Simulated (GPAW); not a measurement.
Here is a GPAW 26.7.0 calculation.

Contents of run.py:

```python
from ase.eos import EquationOfState
from ase.io import Trajectory, read
from ase.units import GPa
from gpaw import GPAW, PW

atoms = read('POSCAR')

traj = Trajectory('eos.traj', 'w')
volumes, energies = [], []
for x in [0.94, 0.96, 0.98, 1.0, 1.02, 1.04, 1.06]:
    a = atoms.copy()
    a.set_cell(atoms.cell * x**(1 / 3), scale_atoms=True)
    calc = GPAW(mode=PW(800),
                xc='PBE',
                kpts={'size': (9, 9, 9), 'gamma': True},
                occupations={'name': 'fermi-dirac', 'width': 0.05},
                nbands=19,
                convergence={'density': 1e-05, 'energy': 1e-05},
                maxiter=150,
                txt=f'eos-{x:.2f}.txt')
    a.calc = calc
    energies.append(a.get_potential_energy(force_consistent=True))
    volumes.append(a.get_volume())
    p = -a.get_stress()[:3].mean() / GPa
    calc.write(f'eos-{x:.2f}.gpw')
    traj.write(a)
    print(f'{x:.2f} {volumes[-1]:10.4f} A^3 {energies[-1]:14.6f} eV {p:9.3f} GPa', flush=True)

v0, e0, B = EquationOfState(volumes, energies, eos='birchmurnaghan').fit()
print(f'V0 = {v0:.4f} A^3, E0 = {e0:.6f} eV, B0 = {B / GPa:.2f} GPa')
```

The input POSCAR:

```
HfN
1.0
    0.0000000000      2.4548220000      2.4548220000
    2.4548220000      0.0000000000      2.4548220000
    2.4548220000      2.4548220000      0.0000000000
Hf N
1 1
Direct
    0.0000000000      0.0000000000      0.0000000000
    0.2500000000      0.2500000000      0.2500000000
```

Potentials or basis: GPAW PAW data sets (gpaw-data 1.2.1), pw.

Launch:

```console
$ OMP_NUM_THREADS=1 python run.py
```

**Question.** Estimate the pressure derivative of the bulk modulus.

**Answer.** 4.0.

**Question.** Estimate the bulk modulus.

**Answer.** 193 GPa.

Energy against volume, from the lowest point:
| volume (Å³/atom) | energy (meV/atom) |
| --- | --- |
| 13.906 | 48.09 |
| 14.201 | 23.32 |
| 14.497 | 7.65 |
| 14.793 | 0.11 |
| 15.089 | 0.00 |
| 15.385 | 6.67 |
| 15.681 | 19.35 |

The run has no spin-orbit coupling, so splittings on Hf are missing.
